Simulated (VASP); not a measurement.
# C in VASP: a series of runs, part 2 of 2

VASP 6.6.1. The steps go on from the part before.

## (4) Single point, PBE

Input file INCAR:

```
  ALGO = Normal
  DIPOL = 0.5 0.5 0.500
  EDIFF = 1E-6
  ENCUT = 900
  GGA = PE
  IDIPOL = 3
  ISIF = 2
  ISMEAR = -1
  LASPH = T
  LCHARG = F
  LDIPOL = T
  LREAL = F
  LWAVE = F
  NELM = 100
  PREC = Accurate
  SIGMA = 0.05
```

Input file KPOINTS:

```
k-points
0
Gamma
  9 9 1
```

Input file POSCAR:

```
C
1.0
    2.4560959400      0.0000000000      0.0000000000
   -1.2280479700      2.1270618200      0.0000000000
    0.0000000000      0.0000000000     25.8049153298
C
8
Direct
    0.5833794600      0.1667589200      0.2906423022
    0.9166205400      0.8332410800      0.2906423022
    0.0833794600      0.1667589200      0.4313770236
    0.4166205400      0.8332410800      0.4313770236
    0.5833794600      0.1667589200      0.5686229764
    0.9166205400      0.8332410800      0.5686229764
    0.0833794600      0.1667589200      0.7093576978
    0.4166205400      0.8332410800      0.7093576978
```

Potentials or basis: VASP PAW PBE potentials, release 64 (C_s).

Started as:

```console
$ cat potpaw_PBE.64/C_s/POTCAR > POTCAR
$ mpirun -np 1 vasp_std > vasp.out
```

OUTCAR:

```text
EDIFF = 1E-6
   ENCUT = 900
   GGA = PE
   ISIF = 2
   ISMEAR = -1
   LASPH = T
   LREAL = F
   NELM = 100
   PREC = Accurate

 ion  position               nearest neighbor table
   1  0.583  0.167  0.291-   2 1.42   2 1.42   2 1.42
   2  0.917  0.833  0.291-   1 1.42   1 1.42   1 1.42
   3  0.083  0.167  0.431-   4 1.42   4 1.42   4 1.42
   4  0.417  0.833  0.431-   3 1.42   3 1.42   3 1.42
   5  0.583  0.167  0.569-   6 1.42   6 1.42   6 1.42
   6  0.917  0.833  0.569-   5 1.42   5 1.42   5 1.42
   7  0.083  0.167  0.709-   8 1.42   8 1.42   8 1.42
   8  0.417  0.833  0.709-   7 1.42   7 1.42   7 1.42

  LATTYP: Found a hexagonal cell.
 ALAT       =     2.4560959400
 C/A-ratio  =    10.5064769293

  Lattice vectors:

 A1 = (   2.4560959400,   0.0000000000,   0.0000000000)
 A2 = (  -1.2280479700,   2.1270618200,   0.0000000000)
 A3 = (   0.0000000000,   0.0000000000,  25.8049153298)

Analysis of symmetry for initial positions (statically):
=====================================================================
 Subroutine PRICEL returns:
 Original cell was already a primitive cell.

 Routine SETGRP: Setting up the symmetry group for a
 hexagonal supercell.

 Subroutine GETGRP returns: Found  8 space group operations
 (whereof  4 operations were pure point group operations)
 out of a pool of 24 trial point group operations.

The static configuration has the point symmetry C_2h.
 The point group associated with its full space group is D_2h.

Analysis of symmetry for dynamics (positions and initial velocities):
=====================================================================
 Subroutine PRICEL returns:
 Original cell was already a primitive cell.

 Routine SETGRP: Setting up the symmetry group for a
 hexagonal supercell.

 Subroutine GETGRP returns: Found  8 space group operations
 (whereof  4 operations were pure point group operations)
 out of a pool of 24 trial point group operations.

The dynamic configuration has the point symmetry C_2h.
[... 142 lines left out ...]
 non-spin polarized calculation
  energy-cutoff  :      900.00
  volume of cell :      134.81
 maximum number of plane-waves:      8364
   NGX = 13   NGY = 13   NGZ =127

 dipolmoment           0.000000      0.000000     -0.000000 electrons x Angstroem

 number of electron      32.0000001 magnetization

 dipolmoment           0.000000      0.000000      0.000000 electrons x Angstroem

 Free energy of the ion-electron system (eV)
  ---------------------------------------------------
  ext. energy  EPLUGINS =         0.00000000
  ---------------------------------------------------
  free energy    TOTEN  =       -73.59781190 eV

  energy without entropy =      -73.59180306  energy(sigma->0) =      -73.59480748

 E-fermi :   0.9478     XC(G=0):  -5.7861

 val. band max:        0.9086715283   @ k =   0.3333   0.3333   0.0000
 cond. band min:       0.9870544326   @ k =   0.3333   0.3333   0.0000
 fundamental gap:      0.0783829043
 Fermi energy:         0.9478418477

 k-point     1 :       0.0000    0.0000    0.0000
  band No.  band energies     occupation
      1     -18.7319      2.00000
      2     -18.6885      2.00000
      3     -18.6445      2.00000
      4     -18.5911      2.00000
      5      -7.2757      2.00000
      6      -6.9375      2.00000
[... 565 lines left out ...]
     20       2.9964      0.00000
     21      11.4729      0.00000

 [... further k-points ...]

------------------------ aborting loop because EDIFF is reached ----------------------------------------

 vacuum level on the upper side and lower side of the slab       (xc-potential included)        -0.161        -0.161

  FORCE on cell =-STRESS in cart. coord.  units (eV):
  Direction    XX          YY          ZZ          XY          YZ          ZX
  --------------------------------------------------------------------------------------
  -------------------------------------------------------------------------------------
  Total        3.5330035      3.4407637      0.4428142      0.0000000      0.0000000      0.0000000
  in kB       41.9881525     40.8919248      5.2626471      0.0000000      0.0000000      0.0000000
  external PRESSURE =      29.3809082 kB  Pullay stress =       0.0000000 kB

 VOLUME and BASIS-vectors are now :
 -----------------------------------------------------------------------------
  energy-cutoff  :      900.00
  volume of cell :      134.81
      direct lattice vectors                 reciprocal lattice vectors
     2.456095940  0.000000000  0.000000000     0.407150219  0.235066041  0.000000000
    -1.228047970  2.127061820  0.000000000     0.000000000  0.470132081  0.000000000
     0.000000000  0.000000000 25.804915330     0.000000000  0.000000000  0.038752307

 POSITION                                       TOTAL-FORCE (eV/Angst)
 -----------------------------------------------------------------------------------
      1.22805      0.35471      7.50000        -0.000000     -0.021076     -0.017177
      1.22805      1.77236      7.50000         0.000000      0.021076     -0.017177
      0.00000      0.35471     11.13165         0.000000     -0.024186     -0.011056
     -0.00000      1.77236     11.13165         0.000000      0.024186     -0.011056
      1.22805      0.35471     14.67327         0.000000     -0.024186      0.011056
      1.22805      1.77236     14.67327         0.000000      0.024186      0.011056
      0.00000      0.35471     18.30492        -0.000000     -0.021076      0.017177
     -0.00000      1.77236     18.30492         0.000000      0.021076      0.017177
 -----------------------------------------------------------------------------------
    total drift:                               -0.000000     -0.000000      0.000000

  FREE ENERGIE OF THE ION-ELECTRON SYSTEM (eV)
  ---------------------------------------------------
  free  energy   TOTEN  =       -73.5978119005 eV

  energy  without entropy=      -73.5918030640  energy(sigma->0) =      -73.59480748

 vacuum level on the upper side and lower side of the slab         5.054         5.054
```

Wall time 2.1 min (1 thread of Intel Xeon 6975P-C (Granite Rapids), shared host); peak memory 0.42 GiB.

What came out:

| Item | Value |
| --- | --- |
| Free energy | -73.5978 eV |
| Largest force | 0.027 eV/Å |
| Band gap on the k mesh | 0.08 eV, direct |

Forces in eV/Å, atoms in the order of the input:
```
C    0.000 -0.021 -0.017
C    0.000  0.021 -0.017
C    0.000 -0.024 -0.011
C    0.000  0.024 -0.011
C    0.000 -0.024  0.011
C    0.000  0.024  0.011
C    0.000 -0.021  0.017
C    0.000  0.021  0.017
```

PBE gaps usually lie below the measured ones, often by a third to a half.

## (5) Single point, PBE

INCAR is that of step 4.

KPOINTS is that of step 4.

POSCAR is that of step 4.

Potentials or basis: VASP PAW PBE potentials, release 54 (C).

Started as:

```console
$ cat potpaw_PBE.54/C/POTCAR > POTCAR
$ mpirun -np 1 vasp_std > vasp.out
```

OUTCAR:

```text
EDIFF = 1E-6
   ENCUT = 900
   GGA = PE
   ISIF = 2
   ISMEAR = -1
   LASPH = T
   LREAL = F
   NELM = 100
   PREC = Accurate

 ion  position               nearest neighbor table
   1  0.583  0.167  0.291-   2 1.42   2 1.42   2 1.42
   2  0.917  0.833  0.291-   1 1.42   1 1.42   1 1.42
   3  0.083  0.167  0.431-   4 1.42   4 1.42   4 1.42
   4  0.417  0.833  0.431-   3 1.42   3 1.42   3 1.42
   5  0.583  0.167  0.569-   6 1.42   6 1.42   6 1.42
   6  0.917  0.833  0.569-   5 1.42   5 1.42   5 1.42
   7  0.083  0.167  0.709-   8 1.42   8 1.42   8 1.42
   8  0.417  0.833  0.709-   7 1.42   7 1.42   7 1.42

  LATTYP: Found a hexagonal cell.
 ALAT       =     2.4560959400
 C/A-ratio  =    10.5064769293

  Lattice vectors:

 A1 = (   2.4560959400,   0.0000000000,   0.0000000000)
 A2 = (  -1.2280479700,   2.1270618200,   0.0000000000)
 A3 = (   0.0000000000,   0.0000000000,  25.8049153298)

Analysis of symmetry for initial positions (statically):
=====================================================================
 Subroutine PRICEL returns:
 Original cell was already a primitive cell.

 Routine SETGRP: Setting up the symmetry group for a
 hexagonal supercell.

 Subroutine GETGRP returns: Found  8 space group operations
 (whereof  4 operations were pure point group operations)
 out of a pool of 24 trial point group operations.

The static configuration has the point symmetry C_2h.
 The point group associated with its full space group is D_2h.

Analysis of symmetry for dynamics (positions and initial velocities):
=====================================================================
 Subroutine PRICEL returns:
 Original cell was already a primitive cell.

 Routine SETGRP: Setting up the symmetry group for a
 hexagonal supercell.

 Subroutine GETGRP returns: Found  8 space group operations
 (whereof  4 operations were pure point group operations)
 out of a pool of 24 trial point group operations.

The dynamic configuration has the point symmetry C_2h.
[... 142 lines left out ...]
 non-spin polarized calculation
  energy-cutoff  :      900.00
  volume of cell :      134.81
 maximum number of plane-waves:      8364
   NGX = 13   NGY = 13   NGZ =127

 dipolmoment           0.000000      0.000000     -0.000000 electrons x Angstroem

 number of electron      31.9999999 magnetization

 dipolmoment           0.000000      0.000000      0.000000 electrons x Angstroem

 Free energy of the ion-electron system (eV)
  ---------------------------------------------------
  ext. energy  EPLUGINS =         0.00000000
  ---------------------------------------------------
  free energy    TOTEN  =       -73.80117474 eV

  energy without entropy =      -73.79516453  energy(sigma->0) =      -73.79816963

 E-fermi :   0.4450     XC(G=0):  -5.7965

 val. band max:        0.4058321110   @ k =   0.3333   0.3333   0.0000
 cond. band min:       0.4841828549   @ k =   0.3333   0.3333   0.0000
 fundamental gap:      0.0783507439
 Fermi energy:         0.4449856003

 k-point     1 :       0.0000    0.0000    0.0000
  band No.  band energies     occupation
      1     -19.2268      2.00000
      2     -19.1833      2.00000
      3     -19.1393      2.00000
      4     -19.0859      2.00000
      5      -7.7729      2.00000
      6      -7.4347      2.00000
[... 565 lines left out ...]
     20       2.4920      0.00000
     21      10.9726      0.00000

 [... further k-points ...]

------------------------ aborting loop because EDIFF is reached ----------------------------------------

 vacuum level on the upper side and lower side of the slab       (xc-potential included)        -0.179        -0.179

  FORCE on cell =-STRESS in cart. coord.  units (eV):
  Direction    XX          YY          ZZ          XY          YZ          ZX
  --------------------------------------------------------------------------------------
  -------------------------------------------------------------------------------------
  Total        2.4942868      2.3970196      0.4278413      0.0000000      0.0000000      0.0000000
  in kB       29.6434735     28.4874970      5.0847003      0.0000000      0.0000000      0.0000000
  external PRESSURE =      21.0718903 kB  Pullay stress =       0.0000000 kB

 VOLUME and BASIS-vectors are now :
 -----------------------------------------------------------------------------
  energy-cutoff  :      900.00
  volume of cell :      134.81
      direct lattice vectors                 reciprocal lattice vectors
     2.456095940  0.000000000  0.000000000     0.407150219  0.235066041  0.000000000
    -1.228047970  2.127061820  0.000000000     0.000000000  0.470132081  0.000000000
     0.000000000  0.000000000 25.804915330     0.000000000  0.000000000  0.038752307

 POSITION                                       TOTAL-FORCE (eV/Angst)
 -----------------------------------------------------------------------------------
      1.22805      0.35471      7.50000         0.000000     -0.020500     -0.017173
      1.22805      1.77236      7.50000        -0.000000      0.020500     -0.017173
      0.00000      0.35471     11.13165         0.000000     -0.023626     -0.010978
     -0.00000      1.77236     11.13165        -0.000000      0.023626     -0.010978
      1.22805      0.35471     14.67327         0.000000     -0.023626      0.010978
      1.22805      1.77236     14.67327        -0.000000      0.023626      0.010978
      0.00000      0.35471     18.30492         0.000000     -0.020500      0.017173
     -0.00000      1.77236     18.30492        -0.000000      0.020500      0.017173
 -----------------------------------------------------------------------------------
    total drift:                               -0.000000     -0.000000      0.000000

  FREE ENERGIE OF THE ION-ELECTRON SYSTEM (eV)
  ---------------------------------------------------
  free  energy   TOTEN  =       -73.8011747409 eV

  energy  without entropy=      -73.7951645275  energy(sigma->0) =      -73.79816963

 vacuum level on the upper side and lower side of the slab         4.534         4.534
```

OSZICAR:

```text
N       E                     dE             d eps       ncg     rms          rms(c)
DAV:   1     0.284288720714E+03    0.28429E+03   -0.19481E+04  1050   0.199E+03
DAV:   2    -0.507743364420E+02   -0.33506E+03   -0.31816E+03  1562   0.333E+02
DAV:   3    -0.781237878550E+02   -0.27349E+02   -0.27134E+02  1225   0.103E+02
[... 12 lines left out ...]
DAV:  16    -0.738010259211E+02   -0.13936E-03   -0.86735E-06  1101   0.117E-02    0.243E-03
DAV:  17    -0.738011445675E+02   -0.11865E-03   -0.10495E-05  1051   0.104E-02    0.213E-03
DAV:  18    -0.738011688855E+02   -0.24318E-04   -0.11518E-06   949   0.505E-03    0.151E-03
DAV:  19    -0.738011738146E+02   -0.49290E-05   -0.15505E-07   810   0.205E-03    0.302E-04
DAV:  20    -0.738011747409E+02   -0.92638E-06   -0.33555E-08   830   0.953E-04
   1 F= -.73801175E+02 E0= -.73798170E+02  d E =-.601021E-02
```

Wall time 89 s (1 thread of Intel Xeon 6975P-C (Granite Rapids), shared host); peak memory 0.41 GiB.

What came out:

```yaml
Free_energy: -73.8012 eV
Largest_force: 0.027 eV/Å
Band_gap_on_the_k_mesh: 0.08 eV, direct
```

Forces in eV/Å, atoms in the order of the input:
```
C    0.000 -0.021 -0.017
C    0.000  0.021 -0.017
C    0.000 -0.024 -0.011
C    0.000  0.024 -0.011
C    0.000 -0.024  0.011
C    0.000  0.024  0.011
C    0.000 -0.021  0.017
C    0.000  0.021  0.017
```

## (6) Single point, PBE

INCAR is that of step 5.

KPOINTS is that of step 5.

POSCAR is that of step 5.

Potentials or basis: VASP PAW PBE potentials, release 54 (C).

Started as:

```console
$ cat potpaw_PBE.54/C/POTCAR > POTCAR
$ mpirun -np 1 vasp_std > vasp.out
```

Run time: 91 s. Hardware: 1 thread of Intel Xeon 6975P-C (Granite Rapids), shared host; peak memory 0.41 GiB.

The run converged. Its results:

* Free energy: -73.8012 eV
* Largest force: 0.027 eV/Å
* Band gap on the k mesh: 0.08 eV, direct

Forces on the atoms (eV/Å):
```
C    0.000 -0.021 -0.017
C    0.000  0.021 -0.017
C    0.000 -0.024 -0.011
C    0.000  0.024 -0.011
C    0.000 -0.024  0.011
C    0.000  0.024  0.011
C    0.000 -0.021  0.017
C    0.000  0.021  0.017
```

Levels at points of the mesh, in eV from the valence-band top:
| k point | band 14 | band 15 | band 16 | band 17 | band 18 | band 19 |
| --- | --- | --- | --- | --- | --- | --- |
| (0.00, 0.00, 0.00) | -2.99 | -2.98 | -2.97 | 3.44 | 3.60 | 4.38 |

## (7) Summary

```csv
potentials or basis,gap on the mesh (eV),largest force (eV/Å)
"VASP PAW PBE potentials, release 64 (C_GW)",0.08,0.03
"VASP PAW PBE potentials, release 64 (C_h)",0.08,0.03
"VASP PAW PBE potentials, release 64 (C_s)",0.08,0.03
"VASP PAW PBE potentials, release 54 (C)",0.08,0.03
```

Alike in all rows: task single point; level PBE; no spin polarisation; cell as given; k mesh 9 × 9 × 1; cutoff (eV) 900; smearing fermi-dirac 0.05 eV.

Caveats: the cutoff is under 1.25 times the usual one of these potentials, so pressure, stress and relaxed cells hold a basis-set (Pulay) error (some runs).

Absolute energies hang on the potentials; compare differences alone.
